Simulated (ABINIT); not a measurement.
The system is ZrS2.

```
CELL_PARAMETERS angstrom
3.69138 0.00000 0.00000
-1.84569 3.19683 0.00000
0.00000 0.00000 6.04108
ATOMIC_POSITIONS crystal
Zr 0.00000 0.00000 0.00000
S 0.33333 0.66667 0.23791
S 0.66667 0.33333 0.76209
```

The cell is a database's computed one.

Program: ABINIT 10.8.3 (patched build). Alike in all runs: task single point; no spin polarisation; cell as given; smearing fermi-dirac 0.05 eV.

Task: Order these runs on this cell by their band gap on the k mesh, lowest first.
A. level r2SCAN; potentials or basis JTH PAW PBE v2.0; k mesh 3 × 3 × 2; cutoff (eV) 653; fine-grid cutoff 1251.72 eV; mesh quality coarse
B. level LDA; potentials or basis JTH PAW LDA v2.0; k mesh 10 × 10 × 6; cutoff (eV) 544; fine-grid cutoff 1088.46 eV; mesh quality not flagged
C. level PBEsol; potentials or basis JTH PAW PBE v2.0; k mesh 5 × 5 × 3; cutoff (eV) 544; fine-grid cutoff 1088.46 eV; mesh quality not flagged

Result: B (0.91 eV), C (1.08 eV), A (1.56 eV).

Caveats: some runs use coarse meshes; an odd mesh through Γ misses points on the zone boundary, where band edges often lie (some runs).

A k mesh can miss the band edges, odd and even meshes differently.

Runs at the PBE level aren't shown here.
